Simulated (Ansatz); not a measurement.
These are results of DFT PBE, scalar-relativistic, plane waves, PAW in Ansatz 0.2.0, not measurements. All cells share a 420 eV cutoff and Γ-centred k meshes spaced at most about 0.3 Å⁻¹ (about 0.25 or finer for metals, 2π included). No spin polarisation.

All energies are static (0 K, no zero-point motion).

Two forms of Si5Ge were relaxed alike.

A.

```
CELL_PARAMETERS angstrom
0.00000 3.62890 3.62890
3.62890 0.00000 3.62890
3.62890 3.62890 0.00000
ATOMIC_POSITIONS crystal
Si 0.75000 0.75000 0.75000
Si 0.87440 0.37520 0.37520
Si 0.37520 0.37520 0.37520
Si 0.37520 0.87440 0.37520
Si 0.37520 0.37520 0.87440
Ge 0.00000 0.00000 0.00000
```

B.

```
CELL_PARAMETERS angstrom
4.93827 0.00000 0.00000
-2.46913 4.27667 0.00000
0.00000 0.00000 4.70783
ATOMIC_POSITIONS crystal
Si 0.33333 0.66667 0.00000
Si 0.66667 0.33333 0.00000
Si 0.50000 0.00000 0.50000
Si 0.50000 0.50000 0.50000
Si 0.00000 0.50000 0.50000
Ge 0.00000 0.00000 0.00000
```

Question: Which form is favoured at zero pressure, and by what margin per atom?

Answer: B is lower, by 7 meV/atom. A has space group F-43m (No. 216), 15.9 Å³/atom and no gap on its mesh; B has the CaCu5 type, space group P6/mmm (No. 191), 16.6 Å³/atom and no gap. Counting Si atoms around Ge (those within 1.25 times the shortest such distance or 1.15 times the sum of covalent radii; a plus sign parts nearer from farther groups; the shortest distance is added where it is long for a bond), A has Ge 16 from 3.0 Å and B has Ge 6+12 from 2.9 Å. The lower one is the more open, so pressure narrows the difference. Even the lower one lies +0.57 eV/atom against the reference forms of the elements (uncorrected), so neither is stable at this level. In A, around Si on a site of symmetry -43m lie 12 Si at 3.01 Å and 4 Ge at 3.14 Å; Si on a site of symmetry 3m is surrounded by 6 Si at 2.56–2.57 Å, 3 Si at 3.01 Å and 3 Ge at 3.01 Å; Ge is surrounded by 16 Si at 3.01–3.14 Å. In B, Si on a site of symmetry -6m2 has 9 Si at 2.75–2.85 Å and 3 Ge at 2.85 Å; Si on a site of symmetry mmm has 4 Si at 2.47 Å and 4 Si at 2.75 Å; Ge is surrounded by 6 Si at 2.85 Å and 12 Si at 3.41 Å. Both come from invented guesses. The lowest form computed isn't among them: it has space group P6/mmm (No. 191), 15.6 Å³/atom and lies 81 meV/atom below the best shown.

For metals, differences of a few meV/atom aren't resolved. Cells relaxed within their symmetry can be saddle points. Some types were kept out of the candidates beforehand, so the set may lack a known form.
